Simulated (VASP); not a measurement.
**From an Ansatz input to VASP: SiO₂ (rutile)**

Ansatz input

```yaml
crystal:
  lattice:
    - [4.1851888036, 0.0, 0.0]
    - [0.0, 4.1851888036, 0.0]
    - [0.0, 0.0, 2.6688398893]
  atoms:
    - { symbol: Si, position: [0.0, 0.0, 0.0] }
    - { symbol: Si, position: [0.5, 0.5, 0.5] }
    - { symbol: O, position: [0.3061010093, 0.3061010093, 0.0] }
    - { symbol: O, position: [0.1938989907, 0.8061010093, 0.5] }
    - { symbol: O, position: [0.8061010093, 0.1938989907, 0.5] }
    - { symbol: O, position: [0.6938989907, 0.6938989907, 0.0] }
kpoints:
  mp_grid: { grid: [6, 6, 10] }
  band_path:
    path:
      - [0.0, 0.0, 0.0]
      - [0.0, 0.5, 0.0]
      - [0.5, 0.5, 0.0]
      - [0.0, 0.0, 0.5]
      - [0.0, 0.5, 0.5]
      - [0.5, 0.5, 0.5]
    npoints: 1
hamiltonian:
  xc: r2scan
scf:
  occupations: { method: fixed }
  n_extra_bands: 5
output:
  forces: true
  stress: true
  eigenvalues: true
```

Question: Translate this input to VASP.

Answer: 

INCAR

```
ALGO = Normal
IBRION = -1
EDIFF = 1E-7
SIGMA = 0.01
LCHARG = .FALSE.
NELM = 120
METAGGA = R2SCAN
PREC = Accurate
ISIF = 2
NSW = 0
ISMEAR = 0
NBANDS = 25
ENCUT = 520
LREAL = .FALSE.
LASPH = .TRUE.
LWAVE = .FALSE.
```

KPOINTS

```
KPOINTS created by Atomic Simulation Environment
0
Gamma
6 6 10
0 0 0
```

KPOINTS_OPT

```
special points
6
Reciprocal
0.0000000000 0.0000000000 0.0000000000 1
0.0000000000 0.5000000000 0.0000000000 1
0.5000000000 0.5000000000 0.0000000000 1
0.0000000000 0.0000000000 0.5000000000 1
0.0000000000 0.5000000000 0.5000000000 1
0.5000000000 0.5000000000 0.5000000000 1
```

POSCAR

```
Si O
 1.0000000000000000
     4.1851888035665503    0.0000000000000000   -0.0000000000000000
    -0.0000000000000000    4.1851888035665503   -0.0000000000000000
    -0.0000000000000000   -0.0000000000000000    2.6688398892931899
 Si  O
   2   4
Cartesian
  0.0000000000000000  0.0000000000000000  0.0000000000000000
  2.0925944017832747  2.0925944017832747  1.3344199446465950
  1.2810905169717908  1.2810905169717908 -0.0000000000000000
  0.8115038848114841  3.3736849187550662  1.3344199446465950
  3.3736849187550662  0.8115038848114841  1.3344199446465950
  2.9040982865947589  2.9040982865947589 -0.0000000000000000
```

VASP ran with the recommended PBE PAW datasets (32 valence electrons in the cell). Other inputs would serve too.

The two codes use different PAW datasets and cutoffs. VASP's cell holds 32 valence electrons and Ansatz's 32. Ansatz's stress includes a Pulay correction; VASP's doesn't.
